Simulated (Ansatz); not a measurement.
The system is ZrC.

```
Zr C
1.0
     0.00000    2.36500    2.36500
     2.36500    0.00000    2.36500
     2.36500    2.36500    0.00000
Zr C
1 1
Direct
  0.50000 0.50000 0.50000
  0.00000 0.00000 0.00000
```

- Program: Ansatz 0.2.0
- Task: relaxation of cell and atoms
- Functional: PBEsol0
- Potentials or basis: Ansatz PAW
- Cutoff: 420 eV (not typed: the program's choice for these potentials)
- k mesh: 5 × 5 × 5
- Occupations: fermi-dirac, width 0.05 eV
- Spin: no spin polarisation

At the start: volume 13.23 Å³/atom.

**Question.** Where does the relaxation end?

**Answer.** It ends after 6 steps and the volume is 12.72 Å³/atom (-3.8 %); space group Fm-3m (No. 225, to 0.05 Å).

Step by step:
| step | energy change (eV) | largest force (eV/Å) | volume (Å³) |
| --- | --- | --- | --- |
| 1 | 0.0000 | 0.0000 | 26.46 |
| 2 | -0.0298 | 0.0000 | 25.52 |
| 3 | -0.0300 | 0.0000 | 25.46 |
| 4 | -0.0290 | 0.0000 | 25.46 |
| 5 | -0.0291 | 0.0000 | 25.45 |
| 6 | -0.0291 | 0.0000 | 25.45 |

Final structure:
```
CELL_PARAMETERS angstrom
0.00000 2.33462 2.33462
2.33462 0.00000 2.33462
2.33462 2.33462 0.00000
ATOMIC_POSITIONS crystal
Zr 0.50000 0.50000 0.50000
C 0.00000 0.00000 0.00000
```

Caveat: the k mesh is coarse (spacing up to 0.46 Å⁻¹), so the values aren't converged, least of all with exact exchange; the plane-wave basis is chosen anew once the cell has moved, so the energies of steps on either side of that aren't comparable; the PAW data sets come from PBE, with cores solved anew for the run's functional, which leaves a small shift of forces and pressure.
